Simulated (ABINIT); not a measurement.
Runs of ABINIT 10.8.3 (patched build) on HfC. Symmetry: Fm-3m, No. 225, cubic system. The conventional cell has a = 4.650 Å, b = 4.650 Å, c = 4.650 Å, α = 90.00°, β = 90.00°, γ = 90.00°. Hf (site symmetry m-3m) is surrounded by 6 C at 2.33 Å. C (site symmetry m-3m) has 6 Hf at 2.33 Å as nearest neighbours. 

```csv
task,level,U,cell,double counting (usepawu),cell freedom (optcell),cutoff smearing ecutsm (Ha),optimiser (ionmov),force stop (Ha/bohr),gap on the mesh (eV),pressure (GPa)
single point,PBEsol+U,Hf d U = 8 eV,as given,1,-,-,-,-,none,(b)
relaxation of cell and atoms,PBEsol,-,relaxed,-,2,0.5,22,5e-05,none,0.0
single point,PBEsol+U,Hf d U = 2 eV,as given,1,-,-,-,-,none,-1.0
single point,PBEsol+U,Hf d U = 0 eV,as given,1,-,-,-,-,none,-6.5
single point,PBEsol+U,Hf d U = 4 eV,as given,1,-,-,-,-,none,(a)
single point,PBEsol+U,Hf d U = 6 eV,as given,1,-,-,-,-,none,9.8
```

Alike in all rows: potentials or basis JTH PAW PBE v2.0; no spin polarisation; k mesh 10 × 10 × 10; cutoff (eV) 517; smearing fermi-dirac 0.05 eV.

Estimate the missing entries.

(a) 4.4; (b) 15.3.

Caveats: the PAW data sets were made with another functional, which shifts forces and pressure a little; U without spin polarisation on a metal has little footing (some runs); the U is typed as a test and isn't derived for this compound (some runs).

A k mesh can miss the band edges, and the runs leave out spin-orbit coupling on Hf.

A gap of «none» marks a metal or a gap under the smearing width.
